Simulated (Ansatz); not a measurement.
Level of theory: Ansatz 0.2.0, DFT PBE, scalar-relativistic, plane waves, PAW. Settings: cutoff 420 eV, Γ-centred meshes spaced at most about 0.3 Å⁻¹, and about 0.25 Å⁻¹ or finer for metals (2π included), Gaussian smearing. No spin polarisation in the final relaxations.

These are static total energies at zero pressure.

Compare these two cells of Sb, each relaxed at this level.

A.

```
Sb
1.0
     5.87197    0.00000    0.00000
    -2.93598    5.08527    0.00000
     0.00000    0.00000    8.93282
Sb
8
Direct
  0.50000 0.00000 0.50000
  0.00000 0.50000 0.50000
  0.50000 0.50000 0.50000
  0.33333 0.66667 0.16580
  0.33333 0.66667 0.83420
  0.66667 0.33333 0.83420
  0.66667 0.33333 0.16580
  0.00000 0.00000 0.00000
```

B.

```
Sb
1.0
     4.37986    0.00000    0.00000
     0.00000    4.37986    0.00000
     0.00000    0.00000   10.53785
Sb
6
Cartesian
  3.2849 3.2849 2.6345
  1.0950 1.0950 2.6345
  3.2849 1.0950 7.9034
  1.0950 3.2849 7.9034
  0.0000 0.0000 0.0000
  2.1899 2.1899 5.2689
```

**Question.** Which is lower in energy, and by how much?

**Answer.** B is lower, by 113 meV/atom. A has space group P6/mmm (No. 191), 33.3 Å³/atom and no gap on its mesh; B has space group P4_2/nnm (No. 134), 33.7 Å³/atom and no gap. Counting all near atoms (those within 1.25 times the shortest such distance or 1.15 times the sum of covalent radii, 1.27 where that leaves under three; a plus sign parts nearer from farther groups; the shortest distance is added where it exceeds 1.18 times the sum of covalent radii; a slash parts the counts of unlike sites), A has Sb 4+4/1+9/12 from 3.7 Å and B has Sb 4/6. In A, Sb on a site of symmetry mmm has 4 Sb at 2.94 Å and 4 Sb at 3.43 Å; Sb on a site of symmetry 3m is surrounded by 1 Sb at 2.96 Å, 6 Sb at 3.39–3.43 Å and 3 Sb at 3.70 Å; Sb on a site of symmetry 6/mmm is surrounded by 12 Sb at 3.70 Å. In B, Sb on a site of symmetry 2/m has 6 Sb at 3.06–3.10 Å; Sb on a site of symmetry -42m is surrounded by 4 Sb at 3.06 Å. Both come from invented guesses. The part of the Crystallography Open Database at hand lists Sb in space groups No. 139, 166, 194, 221, 225 and others; no cell shown has one of them.

These runs have no spin–orbit coupling, which can matter for Sb. Cells relaxed within their symmetry can be saddle points.
